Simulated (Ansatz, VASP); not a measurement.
**Two plane-wave programs on GaN**

File INCAR:

```
SYSTEM = GaN
PREC = Accurate ; ENCUT = 520
EDIFF = 1E-8 ; ISMEAR = -1
SIGMA = 0.02 ; LREAL = .False.
LASPH = .True. ; NELM = 80
ALGO = Normal ; ISIF = 2
LWAVE = .False. ; LCHARG = .False.
LEFG = .True. ; NBANDS = 26
```

KPOINTS

```
regular mesh
0
Gamma
  11 11 6
  0 0 0
```

POSCAR

```
GaN
1.0
    3.1800000000      0.0000000000      0.0000000000
   -1.5900000000      2.7539607840      0.0000000000
    0.0000000000      0.0000000000      5.1660000000
Ga N
2 2
Direct
    0.3333333333      0.6666666667      0.0039408788
    0.6666666667      0.3333333333      0.5039408788
    0.3333333333      0.6666666667      0.3810591212
    0.6666666667      0.3333333333      0.8810591212
```

Input for Ansatz:

```yaml
crystal:
  lattice:
    - [3.18, 0.0, 0.0]
    - [-1.59, 2.753960784, 0.0]
    - [0.0, 0.0, 5.166]
  atoms:
    - { symbol: Ga, position: [0.3333333333, 0.6666666667, 0.0039408788] }
    - { symbol: Ga, position: [0.6666666667, 0.3333333333, 0.5039408788] }
    - { symbol: "N", position: [0.3333333333, 0.6666666667, 0.3810591212] }
    - { symbol: "N", position: [0.6666666667, 0.3333333333, 0.8810591212] }
kpoints:
  mp_grid: { grid: [11, 11, 6] }
scf:
  occupations: { method: fermi_dirac, width: 0.02 }
hamiltonian:
  xc: lda
  pseudopotentials: { kind: paw }
output:
  forces: true
  stress: true
  populations: true
  efg:
    quadrupole_moments_barn: { Ga: 0.107, "N": 0.02044 }
    contact_densities: true
```

Alike in both runs: task electric field gradients; functional LDA; k mesh 11 × 11 × 6; occupations fermi-dirac, width 0.02 eV; no spin polarisation.

```csv
,VASP,Ansatz
version,VASP 6.6.1,Ansatz 0.2.0
potentials or method,"VASP PAW LDA potentials, release 64 (Ga_d, N)","plane-wave PAW, scalar-relativistic"
plane-wave cutoff (eV),520,420
valence electrons in the cell,36,36
```

VASP gave:

| Item | Value |
| --- | --- |
| gap on the k mesh at the Fermi level (eV) | 2.00 |
| pressure (GPa) | -3.4 |
| largest component of the traceless stress (GPa) | 0.67 |
| Vzz of the field gradient on the site that differs most (V/Å²) | 0.2 |

Problem. What did Ansatz give for the same quantities?

Solution. gap on the k mesh at the Fermi level (eV): 1.99; pressure (GPa): -4.5; largest component of the traceless stress (GPa): 0.67; Vzz of the field gradient on the site that differs most (V/Å²): 0.1.

LDA gaps usually lie below the measured ones, often by a third to a half.
